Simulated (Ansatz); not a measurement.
# Pd (Fm-3m) in Ansatz: relaxation of cell and atoms with PBE

Aim: the relaxation of cell and atoms of Pd with PBE.

All numbers are computed with Ansatz 0.2.0; they aren't measurements. Logs are shortened: lines on timing, memory, paths and dates and some standing lists are left out, and cuts for length are marked.

### Step 1. Starting point

Symmetry: Fm-3m, No. 225, cubic system. Conventional cell: a = 3.893 Å, b = 3.893 Å, c = 3.893 Å, α = 90.00°, β = 90.00°, γ = 90.00°. Around Pd (site symmetry m-3m) lie 12 Pd at 2.75 Å.

### Step 2. Relaxation of cell and atoms, PBE, target pressure 30 GPa, at which the enthalpy is minimised

File input.yaml:

```yaml
crystal:
  lattice:
    - [0.0, 1.9465, 1.9465]
    - [1.9465, 0.0, 1.9465]
    - [1.9465, 1.9465, 0.0]
  atoms:
    - { symbol: Pd, position: [0.0, 0.0, 0.0] }
hamiltonian:
  xc: pbe
  pseudopotentials: { kind: paw }
kpoints:
  mp_grid: { grid: [12, 12, 12] }
scf:
  occupations: { method: fermi_dirac, width: 0.05 }
output:
  forces: true
  stress: true
  eigenvalues: true
relax:
  f_tol: 0.01
  max_steps: 40
  cell: { stress_tol: 0.05, p_target: 30.0 }
```

Potentials or basis: Ansatz PAW.

On the command line:

```console
> ansatz run input.yaml --threads 2 --pin off --max-ram 5632MiB --backend cpu --events-out ev --progress --plain --runs-dir out
```

What it wrote:

```text
Warning: RAYON_NUM_THREADS=2 ignored (pool sized by the plan → 2); use --threads N
Engine: ansatz 0.2.0, x86_64-unknown-linux-gnu
Pseudopotentials: kind: paw
Pseudopotential: Pd, paw, valence charge 18, recommended cutoff 420 eV (normal), Pd.paw.azcp
Functional definition: PBE
  parameter kappa = 0.804
  parameter beta = 0.06672455060314922
  exchange = pbe_x(kappa = kappa, mu = beta*pi^2/3)
  correlation = pbe_c(beta = beta)
Crystal: 1 atoms, lattice volume = 14.750 Å³
Basis set: ecut = 420 eV, 283 PW (Γ), exchange–correlation on 40×40×40 points (8 copies of the dense FFT grid, shifted against one another)
Bands: 13, of which v1, the nominal top of the filled ones, is band 9 counted from 1 (8 counted from 0)
Symmetry: 48 space group operations
Space group: Fm-3m (ITA 225), of the structure as read, at distance tolerance 2.5e-5 Å
k-points: 72 of 1728
Non-local potential: Pd, projectors of the file, l = 0: 2, l = 1: 2, l = 2: 2, l = 3: 1
PAW form: soft (Blöchl's): semilocal exchange-correlation on the pseudo side does not see the compensation charge
PAW one-centre angular grid: Pd, 590 points (default); XC on 64 Gauss nodes
Initial density: superposition of atomic densities (neutral atoms: chi_scale 0, normalization atom), corrected by the library's trained network
Initial wavefunctions: pseudopotential atomic-orbital guess
Functional: x = pbe(κ = 0.804, μ = 0.2195149727645171), c = pbe(β = 0.06672455060314922)
SCF iter   1: F=—  HF=-6972.850576 eV  |F-HF|=—  |Δ(HF+E_count)|=         —  Δρ=4.39e-3  dr2=9.35e-4  ethr=1.77e-3  ⟨swp⟩=5.4  Hψ=5435  notcnv=0
preconditioner: auto → none  [metal: Δε(μ)=0.006 eV  Ē_g=14.308 eV  σ=0.050 eV  W_gap=0.03  n_scr=8 (ndim 8)  ℏωp=30.6 eV  f_vac=0.000  D(μ)=2.47/eV (n_scr^D=50)  sad-step TF]
SCF iter   2: F=—  HF=-6972.850514 eV  |F-HF|=—  |Δ(HF+E_count)|=   6.19e-5  Δρ=2.19e-3  dr2=1.51e-4  ethr=5.20e-6  ⟨swp⟩=1.2  Hψ=1537  notcnv=0
SCF iter   3: F=—  HF=-6972.850611 eV  |F-HF|=—  |Δ(HF+E_count)|=   9.70e-5  Δρ=5.76e-4  dr2=3.79e-5  ethr=8.41e-7  ⟨swp⟩=1.0  Hψ=936  notcnv=0
SCF iter   4: F=—  HF=-6972.850604 eV  |F-HF|=—  |Δ(HF+E_count)|=   6.99e-6  Δρ=9.39e-5  dr2=4.32e-7  ethr=2.11e-7  ⟨swp⟩=2.1  Hψ=1254  notcnv=0
iter 5 did not close the SCF: its close was put off for the readings that it lacked (scf_convergence_deferred on its scf_iter line)
SCF iter   5: F=-6972.850605 eV  HF=-6972.850605 eV  |F-HF|=7.73e-9  |Δ(HF+E_count)|=   3.39e-7  Δρ=2.16e-5  dr2=2.40e-8  ethr=2.40e-9  ⟨swp⟩=2.8  Hψ=1770  notcnv=0
SCF iter   6: F=-6972.850605 eV  HF=-6972.850605 eV  |F-HF|=8.87e-10  |Δ(HF+E_count)|=   5.74e-9  Δρ=6.14e-6  dr2=2.34e-9  ethr=1.33e-10  ⟨swp⟩=2.0  Hψ=2776  notcnv=0
SCF 1 converged in 6 iterations: F = -6972.850605 eV  dr2 = 2.34e-9
relax step   1: F+E_penalty+E_count = -6972.85060481 eV  Δ(F+E_penalty+E_count) = +0.000e0 eV  max|allowed force component| = 0.000e0 eV/Å  Δτ_max = 0.0000 Å  P = +6.946 GPa  Ω = 14.750 Å³  (6 SCF iters, dr2 threshold 1.00e-7 eV, accepted)
Crystal: 1 atoms, lattice volume = 12.696 Å³
Basis set: ecut = 420 eV, 259 PW (Γ), exchange–correlation on 40×40×40 points (8 copies of the dense FFT grid, shifted against one another)
[... 60 lines left out ...]
iter 1 solved again at ethr=6.21e-9 eV; its pass at ethr=3.10e-3 eV (dr2=1.12e-6 eV) is discarded
SCF iter   1: F=—  HF=-6972.713861 eV  |F-HF|=—  |Δ(HF+E_count)|=         —  Δρ=1.29e-5  dr2=7.51e-9  ethr=6.21e-9  ⟨swp⟩=3.2  Hψ=7893  notcnv=0
SCF iter   2: F=—  HF=-6972.713861 eV  |F-HF|=—  |Δ(HF+E_count)|=   1.57e-7  Δρ=5.15e-6  dr2=1.72e-9  ethr=4.17e-11  ⟨swp⟩=2.7  Hψ=1614  notcnv=0
SCF iter   3: F=—  HF=-6972.713861 eV  |F-HF|=—  |Δ(HF+E_count)|=  1.78e-10  Δρ=2.65e-6  dr2=4.08e-10  ethr=9.58e-12  ⟨swp⟩=2.3  Hψ=1244  notcnv=0
SCF iter   4: F=-6972.713861 eV  HF=-6972.713861 eV  |F-HF|=0.00e0  |Δ(HF+E_count)|=  5.00e-11  Δρ=1.61e-7  dr2=7.06e-13  ethr=1.00e-12  ⟨swp⟩=3.4  Hψ=4176  notcnv=0
SCF 8 converged in 4 iterations: F = -6972.713861 eV  dr2 = 7.06e-13
relax step   8: F+E_penalty+E_count = -6972.71386070 eV  Δ(F+E_penalty+E_count) = -1.452e-9 eV  max|allowed force component| = 0.000e0 eV/Å  Δτ_max = 0.0000 Å  P = +30.001 GPa  Ω = 13.494 Å³  stress off target by 5.15e-4 GPa  SCF on the basis re-selected at this cell (its energy is not comparable with the rows above)  (4 SCF iters)
basis re-selected at this cell: Δ(F+E_penalty+E_count) = -1.452e-9 eV, ΔP = -0.000 GPa vs the last step (what re-selecting the basis moved, of the pressure what is left beyond the Pulay correction that the steps carried, after the strain that the cell walked since its last selection, with what the two solves' SCF thresholds leave and, on support functions, any second-order correction that the steps lacked; it is no measure of the basis error at this ecutwfc). This SCF's stress stands 5.15e-4 GPa from its target on what of the cell is left free (relax.cell.stress_tol is 5.00e-2 GPa) and its largest allowed force component is 0.00e0 eV/Å (relax.f_tol is 1.00e-2 eV/Å): within both
SCF converged after 4 iterations
Free energy (F): -6972.713861 eV
Harris-Foulkes:  -6972.713861 eV  (|F-HF|=0.00e0)
Internal energy: -6972.696580 eV  (E = F + TS)
E sigma→0 (E₀):  -6972.705220 eV
Entropy (-TS):   -0.017280 eV (-17.280 meV/atom)
Fermi energy:    22.277462 eV
--- Per-component energies (eV) ---
  E_band       = -98.036327
  E_kinetic    = 516.486758
  E_local      = -1623.054887  (includes V_loc(G=0)·N_el)
  E_nonlocal   = 216.925978
  E_hartree    = 667.268022
  E_xc         = -169.975985
  E_vxc        = -213.418040  (∫ρ·V_xc dr)
  E_paw        = -3750.280666  (= ΣΔE_a)
  E_vpaw       = -329.512385  (= ΣTr[D̂ρ^β])
  E_aug_tail   = 0.000208  (compensation charges beyond the density's cutoff)
  E_ewald      = -2830.066008
  E_smearing   = -0.017280  (= −TS)
  E_closure    = 0.000000  (closes the sum)
  Σ components = -6972.713861   (vs F -6972.713861, Δ=0.00e0)
--- Forces (eV/Å), atoms counted from 1 ---
  atom   1  Pd    -0.00000000     0.00000000    -0.00000000
  max |Σ_I F_I| component: 1.89e-31 eV/Å
--- Stress (GPa, compression-positive) ---
       30.000515      -0.000000      -0.000000
       -0.000000      30.000515      -0.000000
       -0.000000      -0.000000      30.000515
  P = ⅓ Tr σ = 30.0005 GPa (300.005 kbar)
--- Band table (eV; the first three rows and the last of 72) ---
  k-point 0: bands = ["-62.1425", "-27.5636", "-27.5636", "-27.5636", "14.4502", "19.0179", "19.0179", "19.0179", "20.8812", "20.8812", "39.3072", "44.5078", "44.5078"]
  k-point 1: bands = ["-62.1370", "-27.6025", "-27.5690", "-27.5690", "14.7219", "18.9169", "19.1148", "19.1148", "20.8340", "20.8340", "39.6323", "43.0790", "44.8567"]
  k-point 2: bands = ["-62.1221", "-27.7081", "-27.5837", "-27.5837", "15.4480", "18.7453", "19.3107", "19.3107", "20.7995", "20.7995", "39.9963", "40.8326", "45.8203"]
  k-point 71: bands = ["-62.0337", "-27.9377", "-27.9377", "-27.7788", "17.2960", "18.3972", "18.3972", "20.7463", "22.6504", "31.7602", "31.7602", "33.4105", "34.6357"]
--- Relaxed structure (6 steps of the walk, 6 accepted, 2 SCFs on fresh bases) ---
  F+E_penalty+E_count = -6972.71386070 eV   max|allowed force component| = 0.000e0 eV/Å   (the final SCF, on the basis selected at the relaxed cell)
  cell:  # Å, volume = 13.4937 Å³
    - [-1.86717525449019e-33, 1.8895854189575205, 1.8895854189575205]
    - [1.8895854189575205, -2.810415560973921e-34, 1.8895854189575205]
    - [1.8895854189575205, 1.8895854189575205, 5.2844581044288234e-34]
  atoms:
    - { symbol: Pd, position: [0.0, 0.0, 0.0] }
```

Wall time 4.5 s (2 threads of Intel Xeon Platinum 8175M at 2.50GHz (Skylake/Cascade Lake), shared host); peak memory 0.34 GiB.

What came out:

| Property | Result |
| --- | --- |
| Free energy | -6972.7139 eV |
| Relaxed volume | 13.49 Å³/atom |
| Relaxed cell | a = 2.672 Å, b = 2.672 Å, c = 2.672 Å, α = 60.00°, β = 60.00°, γ = 60.00° |
| Space group after relaxing (to 0.05 Å) | Fm-3m (No. 225) |
| Energy change on relaxing (the enthalpy is what falls) | +136.7 meV/atom |
| Ionic steps | 8 |
| Pressure after relaxing | 30.0 GPa |
| Band gap on the k mesh | none (metal or under the smearing width) |

Step by step:
```tsv
step	energy change (eV)	largest force (eV/Å)	volume (Å³)
1	0.0000	0.0000	14.75
2	0.3371	0.0000	12.70
3	0.1116	0.0000	13.63
4	0.1337	0.0000	13.51
5	0.1366	0.0000	13.49
6	0.1374	0.0000	13.49
7	0.1367	0.0000	13.49
8	0.1367	0.0000	13.49
```

Final structure:
```xyz
1
Lattice="0.0000 1.8896 1.8896 1.8896 0.0000 1.8896 1.8896 1.8896 0.0000" Properties=species:S:1:pos:R:3 pbc="T T T"
Pd    0.0000    0.0000    0.0000
```

Levels at points of the mesh, in eV from the Fermi level:
| k point | band 6 | band 7 | band 8 | band 9 | band 10 | band 11 | band 12 | band 13 |
| --- | --- | --- | --- | --- | --- | --- | --- | --- |
| (0.00, 0.00, 0.00) | -3.26 | -3.26 | -3.26 | -1.40 | -1.40 | 17.03 | 22.23 | 22.23 |
| (0.00, 0.00, -0.50) | -3.32 | -3.32 | 0.00 | 0.00 | 0.85 | 8.09 | 16.46 | 21.77 |
| (0.00, -0.50, -0.50) | -5.86 | -0.03 | 0.37 | 0.37 | 3.39 | 11.73 | 13.69 | 13.69 |

Caveat: the plane-wave basis is chosen anew once the cell has moved, so the energies of steps on either side of that aren't comparable.
